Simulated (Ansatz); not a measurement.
Input and command of a plane-wave DFT calculation in Ansatz:

```yaml
crystal:
  lattice:
    - [8.3809955924, 0.0, 0.0]
    - [0.0, 5.9262588165, 0.0]
    - [0.0, 0.0, 26.8711466943]
  atoms:
    - { symbol: C, position: [0.5010689787, 0.4678693209, 0.6345971978] }
    - { symbol: C, position: [0.4538733301, 0.2298552248, 0.6432123632] }
    - { symbol: O, position: [0.4706453709, 0.0738976485, 0.6138342295] }
    - { symbol: H, position: [0.3942359538, 0.5618506291, 0.6220436358] }
    - { symbol: H, position: [0.5919757742, 0.4848819419, 0.6054440205] }
    - { symbol: H, position: [0.5406073468, 0.547164412, 0.6694367216] }
    - { symbol: H, position: [0.3956165376, 0.1929871639, 0.6797664812] }
basis:
  ecutwfc: 420
kpoints:
  mp_grid: { grid: [2, 3, 1] }
hamiltonian:
  xc: pbe
scf:
  occupations: { method: gaussian, width: 0.05 }
output:
  forces: true
  eigenvalues: true
  write_density: true
  volumetric_format: npy
efield:
  axis: 3
  dipole_correction: true
  ramp_width: 0.04
```

```bash
ansatz run input.yaml --threads 4 --pin off --max-ram 12288MiB --backend cpu --events-out ev --progress --plain --runs-dir out
```

Processor: AMD EPYC 7R13 Processor (Zen 3), 4 threads, on a host shared with other jobs.

Task: Estimate time, memory and problem size.

Result: About 3.5 s on 4 threads of AMD EPYC 7R13 Processor (Zen 3), on a shared host, peak memory 1.1 GiB. It solves 16 bands at 4 k points (the mesh reduced by the symmetry that the task leaves, which can be less than the crystal's) with about 26035 plane waves, in 7 SCF iterations.
